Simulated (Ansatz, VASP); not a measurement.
MgTe: VASP beside Ansatz

Contents of INCAR:

```
  ALGO = Normal
  DIPOL = 0.5 0.5 0.500
  EDIFF = 1E-6
  ENCUT = 520
  GGA = PE
  IDIPOL = 3
  ISIF = 2
  ISMEAR = -1
  LASPH = True
  LCHARG = False
  LDIPOL = True
  LREAL = False
  LWAVE = False
  NBANDS = 21
  NELM = 100
  PREC = Accurate
  SIGMA = 0.05
```

Contents of KPOINTS:

```
k-points
0
Gamma
  7 7 1
```

File POSCAR:

```
MgTe
1.0
    4.5707365703      0.0000000000      0.0000000000
   -2.2853682852      3.9583739839      0.0000000000
    0.0000000000      0.0000000000     23.3969792595
Te Mg
3 3
Direct
    0.0000000000      0.0000000000      0.3205542013
    0.3333333333      0.6666666667      0.4800615779
    0.6666666667      0.3333333333      0.6395689545
    0.3333333333      0.6666666667      0.3604310455
    0.6666666667      0.3333333333      0.5199384221
    0.0000000000      0.0000000000      0.6794457987
```

Contents of input.yaml:

```yaml
crystal:
  lattice:
    - [4.5707365703, 0.0, 0.0]
    - [-2.2853682852, 3.9583739839, 0.0]
    - [0.0, 0.0, 23.3969792595]
  atoms:
    - { symbol: Te, position: [0.0, 0.0, 0.3205542013] }
    - { symbol: Mg, position: [0.3333333333, 0.6666666667, 0.3604310455] }
    - { symbol: Te, position: [0.3333333333, 0.6666666667, 0.4800615779] }
    - { symbol: Mg, position: [0.6666666667, 0.3333333333, 0.5199384221] }
    - { symbol: Te, position: [0.6666666667, 0.3333333333, 0.6395689545] }
    - { symbol: Mg, position: [0.0, 0.0, 0.6794457987] }
hamiltonian:
  xc: pbe
  pseudopotentials: { kind: paw }
kpoints:
  mp_grid: { grid: [7, 7, 1] }
scf:
  occupations: { method: fermi_dirac, width: 0.05 }
output:
  forces: true
  eigenvalues: true
efield:
  axis: 3
  dipole_correction: true
  ramp_width: 0.04
```

Alike in both runs: task single point; functional PBE; k mesh 7 × 7 × 1; occupations fermi-dirac, width 0.05 eV; no spin polarisation.

```csv
,VASP,Ansatz
version,VASP 6.6.1,Ansatz 0.2.0
potentials or method,"VASP PAW PBE potentials, release 64 (Te, Mg)",Ansatz PAW
plane-wave cutoff (eV),520,420
valence electrons in the cell,24,78
```

VASP gave:

```
gap on the k mesh at the Fermi level (eV) : none
rms of the force components (eV/Å)        : 0.349
```

Problem. What did Ansatz give for the same quantities?

Solution. gap on the k mesh at the Fermi level (eV): none; rms of the force components (eV/Å): 0.350.

A gap of «none» marks a metal or a gap that the smearing closes. The two sets of potentials don't hold the same shells in valence.

The runs have no spin-orbit coupling, so splittings on Te are missing.
